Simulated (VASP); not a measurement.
## MgSn2N2: relaxation of cell and atoms with PBE

MgSn2N2:

```
Mg Sn N
1.0
    -1.85000    1.85000    6.50000
     1.85000   -1.85000    6.50000
     1.85000    1.85000   -6.50000
Mg Sn N
1 2 2
Direct
  0.00000 0.00000 0.00000
  0.35000 0.35000 0.00000
  0.65000 0.65000 0.00000
  0.25000 0.75000 0.50000
  0.75000 0.25000 0.50000
```

The cell was built by a generator and needn't be a form met in nature.

* Program: VASP 6.6.1
* Task: relaxation of cell and atoms
* Functional: PBE
* Potentials or basis: VASP PAW PBE potentials, release 64 (Mg, Sn_d, N)
* Cutoff: 520 eV
* k mesh: 5 × 5 × 5
* Occupations: gaussian, width 0.15 eV
* Spin: no spin polarisation
* Further INCAR settings: PREC = Normal; ALGO = Fast; EDIFF = 0.0001; IBRION = 2; EDIFFG = -0.08; NSW = 24; ISIF = 3

```
Relaxed volume                         : 19.39 Å³/atom
Relaxed cell                           : a = 6.795 Å, b = 6.795 Å, c = 6.795 Å, α = 146.15°, β = 146.15°, γ = 48.63°
Space group after relaxing (to 0.05 Å) : I4/mmm (No. 139)
Energy gained by relaxing              : 117.5 meV/atom
Ionic steps                            : 19
Pressure after relaxing                : 0.0 GPa
Largest force after relaxing           : 0.016 eV/Å
Band gap on the k mesh                 : none (metal or under the smearing width)
```

Forces on the atoms (eV/Å):
```
Mg   0.000  0.000  0.000
Sn   0.000  0.000  0.016
Sn   0.000  0.000 -0.016
N    0.000  0.000  0.000
N    0.000  0.000  0.000
```

Stress tensor (GPa, compression positive):
```
-0.09  0.00  0.00
 0.00 -0.09  0.00
 0.00  0.00  0.23
```

The path:
| step | energy change (eV) | largest force (eV/Å) | pressure (GPa) | volume (Å³) |
| --- | --- | --- | --- | --- |
| 1 | 0.0000 | 1.3783 | 1.77 | 88.98 |
| 2 | -0.1884 | 1.0588 | 0.97 | 91.54 |
| 3 | -0.3606 | 0.6940 | 1.10 | 94.80 |
| 4 | -0.4968 | 0.1497 | 1.25 | 101.53 |
| 5 | -0.4910 | 0.0820 | -4.62 | 107.44 |
| 6 | -0.5248 | 0.0009 | -1.00 | 104.62 |
| 7 | -0.5493 | 0.3325 | -0.72 | 102.55 |
| 8 | -0.5449 | 0.6810 | 1.46 | 98.77 |
| 9 | -0.5537 | 0.4749 | 0.86 | 100.36 |
| 10 | -0.5543 | 0.3791 | 0.09 | 101.46 |
| 11 | -0.5547 | 0.4742 | 0.45 | 100.99 |
| 12 | -0.5673 | 0.3069 | -0.17 | 100.42 |
| 13 | -0.5743 | 0.1693 | -0.72 | 99.74 |
| 14 | -0.5751 | 0.1266 | -0.76 | 99.52 |
| 15 | -0.5827 | 0.1322 | -0.02 | 98.07 |
| 16 | -0.5832 | 0.1471 | 0.01 | 97.92 |
| 17 | -0.5840 | 0.1430 | -0.03 | 97.62 |
| 18 | -0.5849 | 0.1431 | 0.30 | 97.02 |
| 19 | -0.5875 | 0.0157 | 0.02 | 96.95 |

Final structure:
```
Mg Sn N
1.0
    -1.97836    1.97836    6.19269
     1.97836   -1.97836    6.19269
     1.97836    1.97836   -6.19269
Mg Sn N
1 2 2
Direct
  0.00000 0.00000 0.00000
  0.32938 0.32938 0.00000
  0.67062 0.67062 0.00000
  0.25000 0.75000 0.50000
  0.75000 0.25000 0.50000
```

Levels at points of the mesh, in eV from the Fermi level:
| k point | band 16 | band 17 | band 18 | band 19 | band 20 | band 21 | band 22 | band 23 | band 24 |
| --- | --- | --- | --- | --- | --- | --- | --- | --- | --- |
| (0.00, 0.00, 0.00) | -4.87 | -1.16 | -1.13 | -1.13 | 0.93 | 1.44 | 1.53 | 3.21 | 3.21 |

It took 12 min on 1 thread of Intel(R) Xeon(R) Platinum 8259CL CPU @ 2.50GHz (Skylake/Cascade Lake), on a shared host, peak memory 0.28 GiB.

Caveat: the k mesh is coarse (spacing up to 0.48 Å⁻¹), so the values aren't converged; the relaxation stopped at a loose force limit of 0.08 eV/Å, so its end isn't a converged minimum.
